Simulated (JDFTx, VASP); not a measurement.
Given: the input of a run of JDFTx 1.7.0 (patched build) on FeO (Wuestite). 

File FeO.in:

```
lattice \
    2.8701555377    -2.8701555377     0.0000000000 \
    1.6570850723     1.6570850723    -3.3141701446 \
    4.7613110177     4.7613110177     4.7613110177
coords-type Lattice
ion Fe     0.0000000000     0.0000000000     0.0000000000 1
ion O      0.5000000000     0.5000000000     0.5000000000 1

ion-species pseudo/Fe.upf
ion-species pseudo/O.upf
elec-cutoff 45 360
elec-ex-corr gga-PBE
kpoint-folding 11 11 11
elec-smearing Fermi 0.0018374661
elec-n-bands 19
spintype z-spin
initial-magnetic-moments Fe 3
elec-initial-magnetization 3 no
electronic-SCF nIterations 100 energyDiffThreshold 1e-09
electronic-minimize nIterations 30 energyDiffThreshold 1e-7
converge-empty-states yes
forces-output-coords Cartesian

dump-name run.$VAR
dump End Ecomponents EigStats BandEigs Kpoints Forces Stress
```

Potentials or basis: PseudoDojo-SR-PBE-0.5-standard.

The run is started by

```console
$ jdftx -c 1 -i FeO.in -o FeO.out
```

What does the same run look like in VASP 6.6.1? Potentials or basis there: PBE PAW files Fe, O, 520 eV.

As run (cutoffs and basis follow the program's own potentials, and thresholds, step limits or extra output files can differ):

File INCAR:

```
ALGO = Normal ; EDIFF = 1E-7
ENCUT = 520 ; GGA = PE
ISIF = 2 ; ISMEAR = -1
ISPIN = 2 ; LASPH = T
LCHARG = F ; LMAXMIX = 4
LORBIT = 11 ; LREAL = F
LWAVE = F ; MAGMOM = 3 0
NBANDS = 18 ; NELM = 100
PREC = Accurate ; SIGMA = 0.05
```

The input KPOINTS:

```
k-points
0
Gamma
  11 11 11
```

POSCAR

```
FeO
1.0
    1.5188209023      0.8768916568      2.5195772846
   -1.5188209023      0.8768916568      2.5195772846
    0.0000000000     -1.7537833136      2.5195772846
Fe O
1 1
Direct
    0.0000000000      0.0000000000      0.0000000000
    0.5000000000      0.5000000000      0.5000000000
```

Potentials or basis: VASP PAW PBE potentials, release 64 (Fe, O).

The run is started by

```console
$ cat potpaw_PBE.64/Fe/POTCAR potpaw_PBE.64/O/POTCAR > POTCAR
$ mpirun -np 1 vasp_std > vasp.out
```

Both were run:

|  | JDFTx | VASP |
| --- | --- | --- |
| Pressure | -1.9 GPa | -1.1 GPa |
| Net moment | 4.00 μB per cell | 4.00 μB per cell |

The potentials hold 22 and 14 valence electrons a cell.

The magnetic state is the one that the start led to; the real crystal's order can differ.

Pressure is positive in compression.
